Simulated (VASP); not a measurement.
Set up this calculation in VASP 6.6.1, as the native input.

* Task: single point
* Functional: PBEsol
* Potentials or basis: VASP PAW PBE potentials, release 64 (Be)
* Cutoff: 520 eV
* k mesh: 2 × 2 × 2
* Occupations: fermi-dirac, width 0.3 eV
* Spin: no spin polarisation
* Dipole correction: no
* Further INCAR settings: LREAL = Auto; ALGO = Fast; EDIFF = 1e-07; NBANDS = 60

The structure of Be lies in POSCAR:

```
Be
1.0
    7.1812630000      0.0000000000      0.0000000000
   -3.5906320000      6.2191560000      0.0000000000
    0.0000000000      0.0000000000      7.4842370000
Be
36
Direct
    0.1259216870      0.2286162302      0.1919100103
    0.2731053214      0.0371915417      0.4019915457
    0.0881008224      0.2149970189      0.5989655325
    0.1847384557      0.0903338009      0.8853273888
    0.1339185435      0.5501550371      0.0105287954
    0.2088773983      0.4977685075      0.3680401890
    0.1378577223      0.5804806955      0.6583570242
    0.2638111371      0.3998452523      0.8344471187
    0.1490297340      0.8997362343      0.1062366144
    0.1414681783      0.7356142859      0.3271676191
    0.0755190383      0.8477677678      0.6249534856
    0.2340569149      0.8268806893      0.8486770261
    0.4606713659      0.1947852731      0.1026023094
    0.5910159788      0.1558893200      0.3830183357
    0.3749548061      0.1863596925      0.6160414215
    0.5902687153      0.0788370641      0.8473943302
    0.4860642023      0.5720872736      0.0787789056
    0.4076714357      0.3819650126      0.3642989927
    0.4587218952      0.5466175796      0.6103360971
    0.5827604570      0.4654490095      0.8508549368
    0.4179088190      0.8603257419      0.1068245166
    0.5690356342      0.7578037920      0.4009226325
    0.4570457619      0.8931758586      0.6099352546
    0.4561616267      0.7168979199      0.8429316175
    0.8279206620      0.2506288635      0.1292716946
    0.8427557028      0.1014446333      0.4052517311
    0.8242666843      0.2615628230      0.6593457690
    0.9448195844      0.1830312666      0.9216437160
    0.7424989015      0.5250551683      0.2009824114
    0.9226281315      0.4373423018      0.4134823630
    0.8164553579      0.5398160136      0.6563928962
    0.8165528164      0.4152975098      0.9255586107
    0.7210909956      0.9573646328      0.1840935823
    0.8382171706      0.7874541176      0.3837665750
    0.7471770150      0.8154482698      0.6738562662
    0.8488871566      0.7834503589      0.9392006159
```

The input as run:

INCAR

```
PREC = Accurate
ENCUT = 520
EDIFF = 1E-7
ISMEAR = -1
SIGMA = 0.3
LREAL = Auto
LASPH = True
NELM = 80
ALGO = Fast
ISIF = 2
LWAVE = False
LCHARG = False
GGA = PS
NBANDS = 60
```

KPOINTS

```
regular mesh
0
Gamma
  2 2 2
```

Potentials or basis: VASP PAW PBE potentials, release 64 (Be).

Launch:

```sh
$ cat potpaw_PBE.64/Be/POTCAR > POTCAR
$ mpirun -np 1 vasp_std > vasp.out
```

Results of the run:

```
Pressure               : -4.1 GPa
Largest force          : 3.242 eV/Å
Band gap on the k mesh : none (metal or under the smearing width)
```

Caveat: the k mesh is coarse (spacing up to 0.51 Å⁻¹), so the values aren't converged; the PAW data sets were made with another functional, which shifts forces and pressure a little.

It took 4.4 min on 1 thread of Intel(R) Xeon(R) Platinum 8559C (Emerald Rapids), on a shared host, peak memory 0.4 GiB.
